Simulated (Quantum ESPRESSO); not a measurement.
# AlCo (Pm-3m) in Quantum ESPRESSO: a series of runs, part 2 of 2

Quantum ESPRESSO 7.5. Earlier steps stand in the parts before.

### 3 Phonons, WC, collinear spin, ferromagnetic start

The input, pw.in:

```
&CONTROL
  calculation = 'scf'
  prefix = 'pwscf'
  outdir = './tmp'
  pseudo_dir = './pseudo'
  tprnfor = .true.
  tstress = .true.
  disk_io = 'low'
/
&SYSTEM
  ibrav = 0
  A = 2.81940321
  nat = 2
  ntyp = 2
  ecutwfc = 56
  ecutrho = 448
  nbnd = 19
  input_dft = 'wc'
  occupations = 'smearing'
  smearing = 'mv'
  degauss = 0.01469973
  nspin = 2
  starting_magnetization(1) = 0.1176
  starting_magnetization(2) = 0
/
&ELECTRONS
  conv_thr = 4d-10
  electron_maxstep = 120
  mixing_beta = 0.3
/
ATOMIC_SPECIES
Co    58.9332 co_pbe_v1.2.uspp.F.UPF
Al    26.9815 al_pbe_v1.uspp.F.UPF
CELL_PARAMETERS alat
   1.0000000000    0.0000000000    0.0000000000
   0.0000000000    1.0000000000    0.0000000000
   0.0000000000    0.0000000000    1.0000000000
ATOMIC_POSITIONS alat
Co     0.5000000000    0.5000000000    0.5000000000
Al     0.0000000000    0.0000000000    0.0000000000
K_POINTS automatic
6 6 6 0 0 0
```

The input, relax.in:

```
&CONTROL
  calculation = 'vc-relax'
  prefix = 'pwscf'
  outdir = './tmp'
  pseudo_dir = './pseudo'
  tprnfor = .true.
  tstress = .true.
  disk_io = 'low'
  nstep = 40
  forc_conv_thr = 0.0001
  etot_conv_thr = 1d-06
/
&SYSTEM
  ibrav = 0
  A = 2.81940321
  nat = 2
  ntyp = 2
  ecutwfc = 56
  ecutrho = 448
  nbnd = 19
  input_dft = 'wc'
  occupations = 'smearing'
  smearing = 'mv'
  degauss = 0.01469973
  nspin = 2
  starting_magnetization(1) = 0.1176
  starting_magnetization(2) = 0
/
&ELECTRONS
  conv_thr = 4d-10
  electron_maxstep = 120
  mixing_beta = 0.3
/
&IONS
  ion_dynamics = 'bfgs'
/
&CELL
  cell_dynamics = 'bfgs'
  press = 0
  press_conv_thr = 0.2
/
ATOMIC_SPECIES
Co    58.9332 co_pbe_v1.2.uspp.F.UPF
Al    26.9815 al_pbe_v1.uspp.F.UPF
CELL_PARAMETERS alat
   1.0000000000    0.0000000000    0.0000000000
   0.0000000000    1.0000000000    0.0000000000
   0.0000000000    0.0000000000    1.0000000000
ATOMIC_POSITIONS alat
Co     0.5000000000    0.5000000000    0.5000000000
Al     0.0000000000    0.0000000000    0.0000000000
K_POINTS automatic
6 6 6 0 0 0
```

The input, scf2.in:

```
&CONTROL
  calculation = 'scf'
  prefix = 'pwscf'
  outdir = './tmp'
  pseudo_dir = './pseudo'
  tprnfor = .true.
  tstress = .true.
  disk_io = 'low'
/
&SYSTEM
  ibrav = 0
  A = 2.82501817
  nat = 2
  ntyp = 2
  ecutwfc = 56
  ecutrho = 448
  nbnd = 19
  input_dft = 'wc'
  occupations = 'smearing'
  smearing = 'mv'
  degauss = 0.01469973
  nspin = 2
  starting_magnetization(1) = 0.1176
  starting_magnetization(2) = 0
/
&ELECTRONS
  conv_thr = 1d-13
  electron_maxstep = 120
  mixing_beta = 0.3
  startingpot = 'file'
  startingwfc = 'file'
/
ATOMIC_SPECIES
Co    58.9332 co_pbe_v1.2.uspp.F.UPF
Al    26.9815 al_pbe_v1.uspp.F.UPF
CELL_PARAMETERS alat
   0.9999999999    0.0000000000    0.0000000000
   0.0000000000    0.9999999999    0.0000000000
   0.0000000000    0.0000000000    0.9999999999
ATOMIC_POSITIONS alat
Co     0.4999999999    0.4999999999    0.4999999999
Al     0.0000000000    0.0000000000    0.0000000000
K_POINTS automatic
6 6 6 0 0 0
```

The input, ph.in:

```
phonons of AlCo
&INPUTPH
  prefix = 'pwscf'
  outdir = './tmp'
  tr2_ph = 1d-18
  fildyn = 'dyn'
  niter_ph = 90
  alpha_mix(1) = 0.4
/
0.0000000000 0.0000000000 0.0000000000
```

The input, dynmat.in:

```
&INPUT
  fildyn = 'dyn'
  asr = 'crystal'
  filout = 'dynmat.disp'
  fileig = 'dynmat.eig'
/
```

Potentials or basis: GBRV 1.5 PBE.

Command:

```
$ OMP_NUM_THREADS=1 pw.x -in pw.in > pw.out
$ OMP_NUM_THREADS=1 pw.x -in relax.in > relax.out
$ OMP_NUM_THREADS=1 pw.x -in scf2.in > scf2.out
$ OMP_NUM_THREADS=1 ph.x -in ph.in > ph.out
$ OMP_NUM_THREADS=1 dynmat.x -in dynmat.in > dynmat.out
```

pw.out:

```text
This program is part of the open-source Quantum ESPRESSO suite
     for quantum simulation of materials; please cite
         "P. Giannozzi et al., J. Phys.:Condens. Matter 21 395502 (2009);
         "P. Giannozzi et al., J. Phys.:Condens. Matter 29 465901 (2017);
         "P. Giannozzi et al., J. Chem. Phys. 152 154105 (2020);
     in publications or presentations arising from this work. More details at

     IMPORTANT: XC functional enforced from input :
     Exchange-correlation= WC
                           (   1   4  11   4   0   0   0)
     Any further DFT definition will be discarded
     Please, verify this is what you really want

     Message from routine setup:
     using ibrav=0 with symmetry is DISCOURAGED, use correct ibrav instead

     G-vector sticks info
     --------------------
     sticks:   dense  smooth     PW     G-vecs:    dense   smooth      PW
     Sum        1005     505    169                24207     8601    1575

     Using Slab Decomposition

     bravais-lattice index     =            0
     lattice parameter (alat)  =       5.3279  a.u.
     unit-cell volume          =     151.2405 (a.u.)^3
     number of atoms/cell      =            2
     number of atomic types    =            2
     number of electrons       =        20.00
     number of Kohn-Sham states=           19
     kinetic-energy cutoff     =      56.0000  Ry
     charge density cutoff     =     448.0000  Ry
     scf convergence threshold =      4.0E-10
     mixing beta               =       0.3000
     number of iterations used =            8  plain     mixing
     Exchange-correlation= WC
                           (   1   4  11   4   0   0   0)

[... 322 lines left out ...]
    36.6874  36.6874  36.6874
[... 105 lines left out ...]
   -79.9312 -43.2844 -43.2844 -43.2714  10.2760  10.8620  10.8620  13.5782
    14.6065  15.8362  15.8362  17.2781  18.7114  21.7978  22.3274  22.3274
    26.0289  39.8572  42.7248

          k =-0.5000-0.5000-0.5000 (  1064 PWs)   bands (ev):

   -79.9303 -43.2831 -43.2831 -43.2831  10.6588  10.6588  10.6588  14.6164
    14.6164  17.1567  17.1567  17.1567  19.0276  20.3229  20.3229  20.3229
    24.1287  43.1957  43.1957

 ------ SPIN DOWN ----------

          k = 0.0000 0.0000 0.0000 (  1045 PWs)   bands (ev):

   -79.9410 -43.2443 -43.2443 -43.2443   3.4018  11.6812  11.6812  13.9259
    13.9259  13.9259  20.8255  20.8255  20.8255  23.7415  23.7415  30.0862
    36.6874  36.6874  36.6874
[... 105 lines left out ...]
   -79.9312 -43.2844 -43.2844 -43.2715  10.2759  10.8619  10.8619  13.5781
    14.6064  15.8362  15.8362  17.2780  18.7114  21.7978  22.3274  22.3274
    26.0289  39.8572  42.7249

          k =-0.5000-0.5000-0.5000 (  1064 PWs)   bands (ev):

   -79.9304 -43.2832 -43.2832 -43.2832  10.6588  10.6588  10.6588  14.6163
    14.6163  17.1567  17.1567  17.1567  19.0276  20.3229  20.3229  20.3229
    24.1286  43.1957  43.1957

     the Fermi energy is    14.8458 ev

!    total energy              =    -305.12123618 Ry
     estimated scf accuracy    <          1.5E-11 Ry
     smearing contrib. (-TS)   =      -0.00044770 Ry
     internal energy E=F+TS    =    -305.12078848 Ry

     The total energy is F=E-TS. E is the sum of the following terms:
     one-electron contribution =    -210.31200013 Ry
     hartree contribution      =     116.24468703 Ry
     xc contribution           =     -37.00513834 Ry
     ewald contribution        =    -174.04833704 Ry

     total magnetization       =    -0.00 Bohr mag/cell
     absolute magnetization    =     0.00 Bohr mag/cell

     convergence has been achieved in  22 iterations

     Forces acting on atoms (cartesian axes, Ry/au):

     atom    1 type  1   force =     0.00000000    0.00000000    0.00000000
     atom    2 type  2   force =     0.00000000    0.00000000    0.00000000

     Total force =     0.000000     Total SCF correction =     0.000000

     Computing stress (Cartesian axis) and pressure

          total   stress  (Ry/bohr**3)                   (kbar)     P=       11.64
   0.00007912   0.00000000   0.00000000           11.64        0.00        0.00
   0.00000000   0.00007912   0.00000000            0.00       11.64        0.00
   0.00000000   0.00000000   0.00007912            0.00        0.00       11.64

=------------------------------------------------------------------------------=
   JOB DONE.
=------------------------------------------------------------------------------=
```

scf2.out:

```text
This program is part of the open-source Quantum ESPRESSO suite
     for quantum simulation of materials; please cite
         "P. Giannozzi et al., J. Phys.:Condens. Matter 21 395502 (2009);
         "P. Giannozzi et al., J. Phys.:Condens. Matter 29 465901 (2017);
         "P. Giannozzi et al., J. Chem. Phys. 152 154105 (2020);
[... 435 lines left out ...]
   0.00000000   0.00000014   0.00000000            0.00        0.02        0.00
   0.00000000   0.00000000   0.00000014            0.00        0.00        0.02

=------------------------------------------------------------------------------=
   JOB DONE.
=------------------------------------------------------------------------------=
```

It took 2.9 min on 1 thread of Arm Neoverse V2, shared host; peak memory 0.14 GiB.

What came out:

```
Free energy                                           : -4151.3864 eV
Relaxed volume                                        : 11.27 Å³/atom
Relaxed cell                                          : a = 2.825 Å, b = 2.825 Å, c = 2.825 Å, α = 90.00°, β = 90.00°, γ = 90.00°
Space group after relaxing (to 0.05 Å)                : Pm-3m (No. 221)
Pressure after relaxing                               : 0.0 GPa
Band gap on the k mesh                                : none (metal or under the smearing width)
Net moment                                            : 0.00 μB per cell
Absolute moment                                       : 0.00 μB per cell
Valence electrons inside the program's atomic spheres : Co 15.67; Al 1.24
Highest phonon frequency at Γ                         : 338 cm⁻¹
```

Step by step:
```tsv
step	energy change (eV)	largest force (eV/Å)	pressure (GPa)	volume (Å³)
1	0.0000	0.0000	1.16	22.41
2	-0.0005	0.0000	0.01	22.54
3	-0.0005	0.0000	0.00	22.55
```

Final structure:
```
Co Al
1.0
     2.82502    0.00000    0.00000
     0.00000    2.82502    0.00000
     0.00000    0.00000    2.82502
Co Al
1 1
Direct
  0.50000 0.50000 0.50000
  0.00000 0.00000 0.00000
```

Phonon frequencies in cm⁻¹ (negative: imaginary):
```
              q point           frequencies
(0.000, 0.000, 0.000)  -8 -8 -8 338 338 338
```

Optical modes at Γ, degenerate ones joined:
```tsv
cm⁻¹	components	symmetry	active in
338	3	T1u	IR
```

Caveat: the k mesh is coarse (spacing up to 0.37 Å⁻¹), so the values aren't converged; the mesh is thin for the phonons of a metal; the potentials were made for another functional, which shifts forces and pressure; the starting moments collapsed, and a magnetic state may lie lower.
